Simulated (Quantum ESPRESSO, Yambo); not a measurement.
An input for Yambo 5.3.0 (SiC (P6_3mc)):

```
optics
bss
bse
em1s
dipoles
rim_cut
RandQpts= 1000000
RandGvec= 1 RL
Chimod= "HARTREE"
BSKmod= "SEX"
BSEmod= "resonant"
BSSmod= "d"
BSENGexx= 30 Ry
BSENGBlk= 6 Ry
% BSEQptR
 2 | 2 |
%
% BSEBands
 3 | 11 |
%
% BEnRange
 0 | 8 | eV
%
% BDmRange
 0.1 | 0.1 | eV
%
BEnSteps= 161
% BLongDir
 1 | 0 | 0 |
%
% BndsRnXs
 1 | 88 |
%
NGsBlkXs= 6 Ry
% LongDrXs
 1 | 1 | 1 |
%
% KfnQP_E
 0.93 | 1.0 | 1.0 |
%
WRbsWF
```

```sh
OMP_NUM_THREADS=1 mpirun -n 4 yambo -F bse7.in -J bse7,bse3_W -C bse7 > bse7.log
```

The stored states that it reads are on a 6×6×4 mesh. It takes space group P6_3mc (No. 186, hexagonal). Conventional cell: a = 3.074 Å, b = 3.074 Å, c = 5.045 Å, α = 90.00°, β = 90.00°, γ = 120.00°. Nearest to Si lie 4 C at 1.88 to 1.90 Å. C has 4 Si at 1.88 to 1.90 Å nearest. Farther neighbours are not listed.

Estimate wall time and host memory on 4 MPI ranks of AMD EPYC 9R14 (Zen 4), shared host.

It took 62 s; on shared hardware allow 31 s to 2.1 min. Peak host memory was 1.6 GiB.

The kernel grows as the square of the matrix size, and full diagonalisation as its cube.

[Paths, hosts, dates, memory and timing lines, banners, echoed tables and standing remarks are left out of the program output.]

[Logs are printed without paths, hosts, clocks, repeated set-up lines and the standing remarks that a program may print on its own settings, such as how far it seeks lower states.]

[Runs of the session that timed out or met a known fault of the program may be left out.]

[Hosts, paths, dates, database ids (printed as entryN), source tags and the programs' standing remarks are cut or masked in the printed files.]
